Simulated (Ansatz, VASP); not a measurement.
**One calculation of KF, two programs**

```
K F
1.0
     0.00000    2.53982    2.60666
     2.53982    0.00000    2.60666
     2.53982    2.53982    0.00000
K F
1 1
Direct
  0.00000 0.00000 0.00000
  0.50000 0.50000 0.50000
```

Change from the starting cell: strain -0.050 along x and y, -0.025 along z, atoms carried along.

Alike in both runs: task single point; functional r2SCAN; k mesh 8 × 8 × 8; occupations gaussian, width 0.05 eV; no spin polarisation.

```csv
,VASP,Ansatz
version,VASP 6.6.1,Ansatz 0.2.0
potentials or method,"VASP PAW PBE potentials, release 64 (K_sv, F)","scalar-relativistic, plane waves, PAW"
plane-wave cutoff (eV),520,500
valence electrons in the cell,16,16
```

```csv
,VASP,Ansatz,Ansatz less VASP
gap on the k mesh at the Fermi level (eV),7.53,7.53,+0.001
least direct gap on the mesh (eV),7.53,7.53,+0.001
pressure (GPa),5.4,5.3,-0.06
largest component of the traceless stress (GPa),1.92,1.86,-0.059
```

The functional is the same, so the differences come from potentials, cutoffs and numerics.

Caveats: the PAW data sets were made with another functional, which shifts forces and pressure a little (VASP). A k mesh can miss the band edges.
